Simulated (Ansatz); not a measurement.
Set up this calculation in Ansatz 0.2.0, as the native input.

```yaml
Task: Born charges
Functional: PBE
Potentials_or_basis: Ansatz PAW
Cutoff: "420 eV (not typed: the program's choice for these potentials)"
k_mesh: 7 × 7 × 7
Occupations: fixed
Spin: no spin polarisation
```

Crystal: TePb.

```
Pb Te
1.0
     0.00000    3.23100    3.23100
     3.23100    0.00000    3.23100
     3.23100    3.23100    0.00000
Pb Te
1 1
Direct
  0.00000 0.00000 0.00000
  0.50000 0.50000 0.50000
```

These files were run (other wordings do the same):

input.yaml

```yaml
crystal:
  lattice:
    - [0.0, 3.231, 3.231]
    - [3.231, 0.0, 3.231]
    - [3.231, 3.231, 0.0]
  atoms:
    - { symbol: Pb, position: [0.0, 0.0, 0.0] }
    - { symbol: Te, position: [0.5, 0.5, 0.5] }
hamiltonian:
  xc: pbe
  pseudopotentials: { kind: paw }
kpoints:
  mp_grid: { grid: [7, 7, 7] }
scf:
  occupations: { method: fixed }
output:
  eigenvalues: true
dielectric:
  method: response
```

Potentials or basis: Ansatz PAW.

The run is started by

```console
$ ansatz run input.yaml --threads 2 --pin off --max-ram 5120MiB --backend cpu --events-out ev --progress --plain --runs-dir out
```

Run time: 38 s on 2 threads of Arm Neoverse V1, with other jobs on the host, peak memory 0.72 GiB.
